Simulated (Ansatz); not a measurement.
Base system: AlSb in the zinc blende structure (space group F-43m, No. 216; a = 6.1773 Å).

It is then changed as follows: a hydrostatic pressure of 9 GPa.

All numbers come from r2SCAN (Ansatz, a quantum-chemistry and plane-wave program, PAW, no spin-orbit coupling).

Base, band edges from the VBM (valence, conduction): X -2.25, 1.53; W -2.77, 4.28; L -0.93, 1.69; Γ 0.00, 2.03; K -1.89, 2.00; U -1.89, 2.00 eV.

Task: Give the band edges at the high-symmetry points of the new zone, measured from its valence-band maximum.

Result: 
| point | valence edge (eV) | conduction edge (eV) |
|---|---|---|
| Γ | 0.00 | 3.12 |
| X | -2.59 | 1.30 |
| U | -2.18 | 1.89 |
| K | -2.18 | 1.89 |
| L | -1.06 | 2.10 |
| W | -3.23 | 4.31 |

The gap is 1.30 eV, indirect, Γ → X.

Spin-orbit coupling, missing from the scalar runs, can matter with Sb. Load acts through the strain it causes; cell and atoms are relaxed under it. Whether these cells are dynamically stable was not tested. Measured, AlSb leaves this structure (for a Cmcm phase) near 8.1 GPa (temperature not stated; as listed in Datta, Sujoy, Jana, Debnarayan, arXiv (2020)), on rising pressure, with hysteresis.
